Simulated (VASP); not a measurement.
Crystal: Al3GaN4.

```
Al Ga N
1.0
    -3.11797    0.00000    0.00000
     0.00000    0.00000   -5.06523
     0.00000   -5.40048    0.00000
Al Ga N
3 1 4
Direct
  0.50000 0.00000 0.16667
  0.00000 0.00000 0.66667
  0.00000 0.50000 0.33333
  0.50000 0.50000 0.83333
  0.50000 0.62500 0.16667
  0.00000 0.62500 0.66667
  0.00000 0.12500 0.33333
  0.50000 0.12500 0.83333
```

The cell was built by a generator and needn't be a form met in nature.

```yaml
Program: VASP 6.6.1
Task: relaxation of cell and atoms
Functional: PBEsol
Potentials_or_basis: VASP PAW PBE potentials, release 64 (Al, Ga_d, N)
Cutoff: 600 eV
k_mesh: 10 × 6 × 6
Occupations: gaussian, width 0.03 eV
Spin: no spin polarisation
```

At the start: pressure 0.7 GPa; volume 10.66 Å³/atom.

Question: Where does the relaxation end?

Answer: Over 10 steps the energy falls by 9.6 meV/atom and the volume is 10.68 Å³/atom (+0.2 %); space group Pm (No. 6, to 0.05 Å).

The path:
```tsv
step	energy change (eV)	largest force (eV/Å)	pressure (GPa)	volume (Å³)
1	0.0000	1.2260	0.69	85.29
2	-0.0671	0.2659	-0.85	85.86
3	-0.0701	0.2139	-0.62	85.76
4	-0.0756	0.1405	0.40	85.30
5	-0.0758	0.1224	0.18	85.37
6	-0.0766	0.0291	-0.04	85.46
7	-0.0766	0.0282	-0.01	85.46
8	-0.0767	0.0128	-0.01	85.46
9	-0.0767	0.0154	-0.01	85.46
10	-0.0767	0.0049	0.00	85.45
```

Final structure:
```yaml
crystal:
  lattice:
    - [-3.12929, 0.00000, 0.00000]
    - [0.00000, -0.00156, -5.04145]
    - [0.00000, -5.41626, -0.00166]
  atoms:
    - { symbol: Al, position: [0.50000, 0.00307, 0.16833] }
    - { symbol: Al, position: [0.00000, 0.00308, 0.66522] }
    - { symbol: Al, position: [0.00000, 0.50227, 0.33264] }
    - { symbol: Ga, position: [0.50000, 0.50156, 0.83375] }
    - { symbol: N, position: [0.50000, 0.62513, 0.17363] }
    - { symbol: N, position: [0.00000, 0.62715, 0.65988] }
    - { symbol: N, position: [0.00000, 0.12439, 0.33285] }
    - { symbol: N, position: [0.50000, 0.11336, 0.83371] }
```

Caveat: the PAW data sets were made with another functional, which shifts forces and pressure a little.
